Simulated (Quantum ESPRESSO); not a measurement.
AlN:

```xyz
2
Lattice="0.0000 2.1840 2.1840 2.1840 0.0000 2.1840 2.1840 2.1840 0.0000" Properties=species:S:1:pos:R:3 pbc="T T T"
Al    0.0000    0.0000    0.0000
N     1.0920    1.0920    1.0920
```

Measurements of this composition are mostly on another form, of space group No. 186.

Base run:

| Item | Value |
| --- | --- |
| Program | Quantum ESPRESSO 7.5 |
| Functional | AM05 |
| Potentials or basis | GBRV 1.5 PBE |
| Cutoff | 612 eV |
| Density cutoff | 4898 eV |
| k mesh | 8 × 8 × 8, shifted |
| Occupations | fermi-dirac, width 0.05 eV |
| Spin | no spin polarisation |

Its results: pressure 2.5 GPa; electronic dielectric tensor (diagonal) 4.67.

**Question.** After a change of settings the same cell gave: pressure -2.8 GPa; electronic dielectric tensor (diagonal) 4.58. Which change was it?
A. functional from AM05 to BLYP
B. functional from AM05 to PBEsol; potentials or basis from GBRV 1.5 PBE to GBRV 1.5 PBEsol
C. functional from AM05 to WC
D. functional from AM05 to LDA; potentials or basis from GBRV 1.5 PBE to GBRV 1.5 LDA

**Answer.** D.

Caveats: the potentials were made for another functional, which shifts forces and pressure (some runs).

Runs at the PBE level aren't shown here.
